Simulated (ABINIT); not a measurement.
Runs of ABINIT 10.8.3 (patched build) on ScAl3. Symmetry: Pm-3m, No. 221, cubic system. The conventional cell has a = 4.088 Å, b = 4.088 Å, c = 4.088 Å, α = 90.00°, β = 90.00°, γ = 90.00°. Around Sc (site symmetry m-3m) lie 12 Al at 2.89 Å. Al (site symmetry 4/mmm) is surrounded by 4 Sc at 2.89 Å and 8 Al at 2.89 Å. The cell is a database's computed one.

| task | level | potentials or basis | k mesh | cutoff (eV) | fine-grid cutoff | mesh quality | gap on the mesh (eV) | pressure (GPa) | V0 of scaled cells (Å³/atom) | B0 (GPa) |
| --- | --- | --- | --- | --- | --- | --- | --- | --- | --- | --- |
| band structure | RPBE | JTH PAW PBE v2.0 | 7 × 7 × 7 | 544 | 1088.46 eV | not flagged | none | (b) | - | - |
| equation of state | PBE+D2 | JTH PAW PBE v2.0 | 7 × 7 × 7 | 544 | 1088.46 eV | not flagged | - | - | 17.21 | 75 |
| single point | LDA | JTH PAW LDA v2.0 | 4 × 4 × 4 | 544 | 1088.46 eV | coarse | none | -3.4 | - | - |
| single point | PBE | JTH PAW PBE v2.0 | 4 × 4 × 4 | 544 | 1088.46 eV | coarse | none | 1.3 | - | - |
| band structure | PBEsol | PseudoDojo NC SR PBEsol v0.4.1 standard | 7 × 7 × 7 | 1061 | - | not flagged | none | (a) | - | - |
| equation of state | RPBE | JTH PAW PBE v2.0 | 7 × 7 × 7 | 544 | 1088.46 eV | not flagged | - | - | 17.64 | 84 |
| single point | PBEsol | JTH PAW PBE v2.0 | 9 × 9 × 9 | 544 | 1088.46 eV | not flagged | none | -0.9 | - | - |

Alike in all rows: no spin polarisation; cell as given; smearing fermi-dirac 0.05 eV.

**Question.** Fill in the values left out.

**Answer.** (a) -1.2; (b) 2.9.

Caveats: some runs use coarse meshes; the PAW data sets were made with another functional, which shifts forces and pressure a little (some runs); pressures at fixed basis lie under the slope of the energies (some runs).

A gap of «none» marks a metal or a gap under the smearing width.
